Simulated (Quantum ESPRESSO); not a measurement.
## Ba in Quantum ESPRESSO: the effect of functional

Ba:

```
CELL_PARAMETERS angstrom
-2.50650 2.50650 2.50650
2.50650 -2.50650 2.50650
2.50650 2.50650 -2.50650
ATOMIC_POSITIONS crystal
Ba 0.00000 0.00000 0.00000
```

Alike in all runs:

- Program: Quantum ESPRESSO 7.5
- Task: band structure
- Potentials or basis: SG15 PBE 1.2
- Cutoff: 599 eV
- Density cutoff: 2395 eV
- k mesh: 8 × 8 × 8
- Occupations: fermi-dirac, width 0.05 eV
- Spin: no spin polarisation

```tsv
functional	pressure (GPa)
LDA	?
PBEsol	-0.7
PBE	0.0
RPBE	0.7
AM05	-0.3
PW91	-0.1
WC	-0.7
```

What does the run with functional LDA give?

Pressure -1.3 GPa.

Caveats: the potentials were made for another functional, which shifts forces and pressure (some runs).
